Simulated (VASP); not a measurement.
# WS2 in VASP: notebook

Runs on WS2. Level: PBEsol+D3(BJ). Tasks: single point.

All numbers are computed with VASP 6.6.1; they aren't measurements. Logs are shortened: lines on timing, memory, paths and dates and some standing lists are left out, and cuts for length are marked.

## Step 1: Starting point

The cell holds a sheet with vacuum, 3 atoms: a = 3.124 Å, b = 3.124 Å, c = 30.080 Å, α = 90.00°, β = 90.00°, γ = 120.00°.

The cell was built by a generator and needn't be a form met in nature.

## Step 2: Single point, PBEsol+D3(BJ)

INCAR reads:

```
SYSTEM = WS2
PREC = Accurate ; ENCUT = 520
EDIFF = 1E-7 ; ISMEAR = 0
SIGMA = 0.03 ; LREAL = .FALSE.
LASPH = .TRUE. ; NELM = 100
ALGO = Fast ; ISIF = 2
LWAVE = .FALSE. ; LCHARG = .FALSE.
LDIPOL = .TRUE. ; IDIPOL = 3
DIPOL = 0.5 0.5 0.285 ; GGA = PS
IVDW = 12 ; NBANDS = 20
```

KPOINTS reads:

```
Automatic mesh
0
G
  12 12 1
  0 0 0
```

POSCAR reads:

```
WS2
1.0
    3.1238471015      0.0000000000      0.0000000000
   -1.5619235507      2.7053309474      0.0000000000
    0.0000000000      0.0000000000     30.0800000023
S W
2 1
Direct
    0.6666666667      0.3333333333      0.2326289517
    0.6666666667      0.3333333333      0.3371848780
    0.3333333333      0.6666666667      0.2849069149
```

Potentials or basis: VASP PAW PBE potentials, release 64 (S, W_sv).

Started as:

```sh
$ cat potpaw_PBE.64/S/POTCAR potpaw_PBE.64/W_sv/POTCAR > POTCAR
$ mpirun -np 1 vasp_std > vasp.out
```

OUTCAR:

```text
SYSTEM = WS2
   PREC = Accurate
   ENCUT = 520
   EDIFF = 1E-7
   ISMEAR = 0
   LREAL = .FALSE.
   LASPH = .TRUE.
   NELM = 100
   ISIF = 2
   GGA = PS
   IVDW = 12
 IVDW          = 12

 ion  position               nearest neighbor table
   1  0.667  0.333  0.233-   3 2.39   3 2.39   3 2.39
   2  0.667  0.333  0.337-   3 2.39   3 2.39   3 2.39
   3  0.333  0.667  0.285-   2 2.39   2 2.39   2 2.39   1 2.39   1 2.39   1 2.39

  LATTYP: Found a hexagonal cell.
 ALAT       =     3.1238471015
 C/A-ratio  =     9.6291524601

  Lattice vectors:

 A1 = (   3.1238471015,   0.0000000000,   0.0000000000)
 A2 = (  -1.5619235507,   2.7053309474,   0.0000000000)
 A3 = (   0.0000000000,   0.0000000000,  30.0800000023)

Analysis of symmetry for initial positions (statically):
=====================================================================
 Subroutine PRICEL returns:
 Original cell was already a primitive cell.

 Routine SETGRP: Setting up the symmetry group for a
 hexagonal supercell.

 Subroutine GETGRP returns: Found 12 space group operations
 (whereof  6 operations were pure point group operations)
 out of a pool of 24 trial point group operations.

The static configuration has the point symmetry C_3v.
 The point group associated with its full space group is D_3h.

Analysis of symmetry for dynamics (positions and initial velocities):
=====================================================================
 Subroutine PRICEL returns:
 Original cell was already a primitive cell.

 Routine SETGRP: Setting up the symmetry group for a
 hexagonal supercell.

 Subroutine GETGRP returns: Found 12 space group operations
 (whereof  6 operations were pure point group operations)
 out of a pool of 24 trial point group operations.

The dynamic configuration has the point symmetry C_3v.
 The point group associated with its full space group is D_3h.

 Subroutine INISYM returns: Found 12 space group operations
 (whereof  6 operations are pure point group operations),
 and found     1 'primitive' translations

----------------------------------------------------------------------------------------

                                     Primitive cell

  volume of cell :     254.2073

  direct lattice vectors                    reciprocal lattice vectors
     3.123847102  0.000000000  0.000000000     0.320118100  0.184820271  0.000000000
    -1.561923551  2.705330947  0.000000000     0.000000000  0.369640543  0.000000000
     0.000000000  0.000000000 30.080000002     0.000000000  0.000000000  0.033244681

  length of vectors
[... 88 lines left out ...]
   PSTRESS=    0.0 pullay stress
   NELECT =      26.0000    total number of electrons
   NUPDOWN=      -1.0000    fix difference up-down
   EMIN   =  10.00;   EMAX   =-10.00  energy-range for DOS
   EFERMI =   0.00;   METHOD = LEGACY
   ISMEAR =     0;   SIGMA  =   0.03  broadening in eV -4-tet -1-fermi 0-gaus
   EFERMI_NEDOS =   21; number of points for ismear=-14 and -15
   IALGO  =     68    algorithm
   IMIX   =      4    mixing-type and parameters
     AMIX     =   0.40;   BMIX     =  1.00
     AMIX_MAG =   1.60;   BMIX_MAG =  1.00
  volume/ion in A,a.u.               =      84.74       571.83
  Fermi-wavevector in a.u.,A,eV,Ry     =   0.765602  1.446779  7.975014  0.586147
  Thomas-Fermi vector in A             =   1.865759
   LORBIT       =      0    0 simple, 1 ext, 2 COOP (PROOUT), +10 PAW based schemes
   GGA     = PS    functional components
   LHFCALC =     F    Hartree Fock is set to
   AEXX    =    0.0000 exact exchange contribution
   IVDW    =    12    specifies the selected vdW correction
   LEPSILON=     F    determine dielectric tensor
   LRPA    =     F    only Hartree local field effects (RPA)
 non-spin polarized calculation
 RMM-DIIS sequential band-by-band and
 Gauss-broadening in eV      SIGMA  =   0.03
  energy-cutoff  :      520.00
  volume of cell :      254.21
 maximum number of plane-waves:      6888
 NGX is ok and might be reduce to    24
   NGX = 11   NGY = 11   NGZ =111

 dipolmoment           0.000000      0.000000     -0.000007 electrons x Angstroem

 number of electron      25.9999997 magnetization

 dipolmoment           0.000000      0.000000      0.000002 electrons x Angstroem

 Free energy of the ion-electron system (eV)
  ---------------------------------------------------
  ext. energy  EPLUGINS =         0.00000000
  ---------------------------------------------------
  free energy    TOTEN  =       -25.24242435 eV

  energy without entropy =      -25.24242435  energy(sigma->0) =      -25.24242435

 E-fermi :  -2.8905     XC(G=0):  -2.6276

 val. band max:       -3.0791783307   @ k =   0.3333   0.3333   0.0000
 cond. band min:      -1.0885717771   @ k =   0.1667   0.1667   0.0000
 fundamental gap:      1.9906065536
 Fermi energy:        -2.8904706687

 k-point     1 :       0.0000    0.0000    0.0000
  band No.  band energies     occupation
      1     -76.9577      2.00000
      2     -41.2555      2.00000
      3     -41.0341      2.00000
      4     -41.0341      2.00000
      5     -18.0491      2.00000
      6     -16.3553      2.00000
[... 426 lines left out ...]
     19       4.1869      0.00000
     20       6.3029      0.00000

------------------------ aborting loop because EDIFF is reached ----------------------------------------

 vacuum level on the upper side and lower side of the slab       (xc-potential included)        -0.008        -0.008

 Edisp (eV)   -0.75641

 E8    (eV) :    -0.5100

  FORCE on cell =-STRESS in cart. coord.  units (eV):
  Direction    XX          YY          ZZ          XY          YZ          ZX
  --------------------------------------------------------------------------------------
  -------------------------------------------------------------------------------------
  Total       0.03108     0.03108     0.03322     0.00000     0.00000     0.00000
  in kB       0.19585     0.19585     0.20939     0.00000     0.00000     0.00000
  external pressure =        0.20 kB  Pullay stress =        0.00 kB

 VOLUME and BASIS-vectors are now :
 -----------------------------------------------------------------------------
  energy-cutoff  :      520.00
  volume of cell :      254.21
      direct lattice vectors                 reciprocal lattice vectors
     3.123847102  0.000000000  0.000000000     0.320118100  0.184820271  0.000000000
    -1.561923551  2.705330947  0.000000000     0.000000000  0.369640543  0.000000000
     0.000000000  0.000000000 30.080000002     0.000000000  0.000000000  0.033244681

 POSITION                                       TOTAL-FORCE (eV/Angst)
 -----------------------------------------------------------------------------------
      1.56192      0.90178      6.99748         0.000000     -0.000000     -0.019722
      1.56192      0.90178     10.14252         0.000000     -0.000000      0.019722
     -0.00000      1.80355      8.57000        -0.000000      0.000000     -0.000000
 -----------------------------------------------------------------------------------
    total drift:                                0.000000      0.000000      0.000096

  FREE ENERGIE OF THE ION-ELECTRON SYSTEM (eV)
  ---------------------------------------------------
  free  energy   TOTEN  =       -25.9988335931 eV

  energy  without entropy=      -25.9988335931  energy(sigma->0) =      -25.99883359

 vacuum level on the upper side and lower side of the slab         2.592         2.592
```

OSZICAR:

```text
N       E                     dE             d eps       ncg     rms          rms(c)
DAV:   1     0.183878152515E+03    0.18388E+03   -0.12912E+04   928   0.990E+02
DAV:   2    -0.841746384305E+01   -0.19230E+03   -0.18474E+03  1040   0.221E+02
DAV:   3    -0.262518565254E+02   -0.17834E+02   -0.17764E+02  1076   0.687E+01
[... 17 lines left out ...]
RMM:  21    -0.252424205903E+02   -0.21809E-05   -0.89093E-08   735   0.124E-03    0.989E-04
RMM:  22    -0.252424233080E+02   -0.27177E-05   -0.12149E-07   745   0.121E-03    0.449E-04
RMM:  23    -0.252424238356E+02   -0.52766E-06   -0.15346E-08   542   0.550E-04    0.277E-04
RMM:  24    -0.252424242762E+02   -0.44052E-06   -0.87817E-09   444   0.436E-04    0.228E-04
RMM:  25    -0.252424243465E+02   -0.70301E-07   -0.27699E-09   359   0.371E-04
   1 F= -.25998834E+02 E0= -.25998834E+02  d E =-.153939E-20
```

Wall time 2.4 min (1 thread of Intel Xeon Platinum 8375C at 2.90GHz (Ice Lake), shared host); peak memory 0.39 GiB.

What came out:

| Item | Value |
| --- | --- |
| Free energy | -25.9988 eV |
| Largest force | 0.020 eV/Å |
| Band gap on the k mesh | 1.99 eV, indirect (least direct gap 2.04 eV) |
| Dispersion energy per atom | -0.252 eV |

Forces on the atoms (eV/Å):
```
S    0.000  0.000 -0.020
S    0.000  0.000  0.020
W    0.000  0.000  0.000
```

Caveat: the PAW data sets were made with another functional, which shifts forces and pressure a little; spin-orbit coupling is left out, which moves the levels of the heavy elements.

[end of part 1 of 2]
